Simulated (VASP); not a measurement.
Crystal: Cu3Au.

```
CELL_PARAMETERS angstrom
3.74000 0.00000 0.00000
0.00000 3.74000 0.00000
0.00000 0.00000 3.74000
ATOMIC_POSITIONS crystal
Cu 0.00000 0.50000 0.50000
Cu 0.50000 0.00000 0.50000
Cu 0.50000 0.50000 0.00000
Au 0.00000 0.00000 0.00000
```

```yaml
Program: VASP 6.6.1
Task: relaxation of cell and atoms
Functional: LDA
Potentials_or_basis: VASP PAW LDA potentials, release 64 (Cu, Au)
Cutoff: 600 eV
k_mesh: 10 × 10 × 10
Occupations: methfessel-paxton, width 0.1 eV
Spin: no spin polarisation
```

At the start: pressure -8.5 GPa; volume 13.08 Å³/atom.

Where does the relaxation end?

Over 3 steps the energy falls by 19.0 meV/atom and the volume is 12.41 Å³/atom (-5.1 %); space group Pm-3m (No. 221, to 0.05 Å).

Step by step:
```
step  energy change (eV)  largest force (eV/Å)  pressure (GPa)  volume (Å³)
   1              0.0000                0.0000           -8.46        52.31
   2             -0.0026                0.0000           10.46        47.26
   3             -0.0760                0.0000           -0.10        49.64
```

Final structure:
```
Cu Au
1.0
     3.67514    0.00000    0.00000
     0.00000    3.67514    0.00000
     0.00000    0.00000    3.67514
Cu Au
3 1
Direct
  0.00000 0.50000 0.50000
  0.50000 0.00000 0.50000
  0.50000 0.50000 0.00000
  0.00000 0.00000 0.00000
```
